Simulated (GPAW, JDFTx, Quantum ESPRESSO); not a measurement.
**One calculation of MgO, 3 ways**

```xyz
2
Lattice="0.0000 2.0970 2.0970 2.0970 0.0000 2.0970 2.0970 2.0970 0.0000" Properties=species:S:1:pos:R:3 pbc="T T T"
Mg    0.0000    0.0000    0.0000
O     2.0970    2.0970    2.0970
```

The cell is a database's computed one, not the measured one.

Alike in all runs: task single point; functional PBE; k mesh 11 × 11 × 11; occupations fermi-dirac, width 0.05 eV; no spin polarisation; no spin-orbit coupling. Pressure is positive in compression and, in plane waves, holds the error of the finite cutoff.

```json
{"program and potentials": "Quantum ESPRESSO, SSSP 1.3 efficiency PBE", "plane-wave cutoff (eV)": "748", "notes": "4 valence electrons an atom on average", "pressure (GPa)": "6.35"}
{"program and potentials": "GPAW, GPAW PAW data sets (gpaw-data 1.2.1)", "plane-wave cutoff (eV)": "800", "notes": "8 valence electrons an atom on average", "pressure (GPa)": "6.97"}
{"program and potentials": "JDFTx, PseudoDojo-SR-PBE-0.5-standard", "plane-wave cutoff (eV)": "1143", "notes": "8 valence electrons an atom on average", "pressure (GPa)": "6.74"}
```

The pressure spans 6.35 (Quantum ESPRESSO, SSSP 1.3 efficiency PBE) to 6.97 GPa (GPAW, GPAW PAW data sets (gpaw-data 1.2.1)).

The functional is the same throughout but for its coding, so the spread measures potentials, basis and numerics; runs on potential files found faulty are left out.

All three runs put the crystal under clear compression, so at this volume PBE would expand the lattice. That fits the functional's known tendency to make ionic oxides slightly too large. In rock-salt MgO the Madelung attraction is balanced by the steep overlap repulsion between closed-shell Mg²⁺ and O²⁻ ions, and PBE places that balance at a longer Mg–O distance than this cell allows. The cell therefore probably comes from a functional that favours shorter bonds.

The spread between runs is much smaller than the pressure itself and, given the stiffness of MgO, corresponds to only a very small difference in equilibrium lattice constant. The lowest value, 6.35 GPa, belongs to the run with the fewest valence electrons, which suggests that freezing the Mg 2s and 2p shells may soften the repulsion a little, though its lower cutoff could act in the same direction. Pressure at a single volume fixes neither the equilibrium lattice constant nor the bulk modulus.
